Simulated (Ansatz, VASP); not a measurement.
# TePb in VASP and in Ansatz

```
CELL_PARAMETERS angstrom
0.00000 3.18733 3.18733
3.18733 0.00000 3.18733
3.18733 3.18733 0.00000
ATOMIC_POSITIONS crystal
Te 0.50000 0.50000 0.50000
Pb 0.00000 0.00000 0.00000
```

Alike in both runs: task single point; functional PBEsol; k mesh 6 × 6 × 6; no spin polarisation.

```csv
,VASP,Ansatz
version,VASP 6.6.1,Ansatz 0.2.0
potentials or method,"VASP PAW PBE potentials, release 64 (Te, Pb_d)","plane waves, PAW"
plane-wave cutoff (eV),520,550
occupations,"gaussian, width 0.01 eV",fixed
valence electrons in the cell,20,30
```

|  | VASP | Ansatz | Ansatz less VASP |
| --- | --- | --- | --- |
| pressure (GPa) | 1.5 | 1.6 | +0.01 |

The two sets of potentials don't hold the same shells in valence.

Caveats: the PAW data sets were made with another functional, which shifts forces and pressure a little (VASP). A k mesh can miss the band edges.
